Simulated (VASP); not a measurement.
The system is Zr.

```xyz
1
Lattice="-1.7908 1.7908 1.7908 1.7908 -1.7908 1.7908 1.7908 1.7908 -1.7908" Properties=species:S:1:pos:R:3 pbc="T T T"
Zr    0.0000    0.0000    0.0000
```

This isn't the form of Zr at room conditions, which is hcp.

* Program: VASP 6.6.1
* Task: relaxation of cell and atoms
* Functional: PBEsol
* Potentials or basis: VASP PAW PBE potentials, release 64 (Zr_sv)
* Cutoff: 580 eV
* k mesh: 16 × 16 × 16
* Occupations: gaussian, width 0.1 eV
* Spin: no spin polarisation

At the start: pressure -4.3 GPa; volume 22.97 Å³/atom.

**Question.** How do energy, volume and symmetry change on relaxing?

**Answer.** Over 3 steps the energy falls by 15.8 meV/atom and the volume is 21.85 Å³/atom (-4.9 %); space group Im-3m (No. 229, to 0.05 Å).

Step by step:
```tsv
step	energy change (eV)	largest force (eV/Å)	pressure (GPa)	volume (Å³)
1	0.0000	0.0000	-4.34	22.97
2	-0.0050	0.0000	4.03	20.97
3	-0.0158	0.0000	-0.01	21.85
```

Final structure:
```xyz
1
Lattice="-1.7612 1.7612 1.7612 1.7612 -1.7612 1.7612 1.7612 1.7612 -1.7612" Properties=species:S:1:pos:R:3 pbc="T T T"
Zr    0.0000    0.0000    0.0000
```

Caveat: the PAW data sets were made with another functional, which shifts forces and pressure a little.
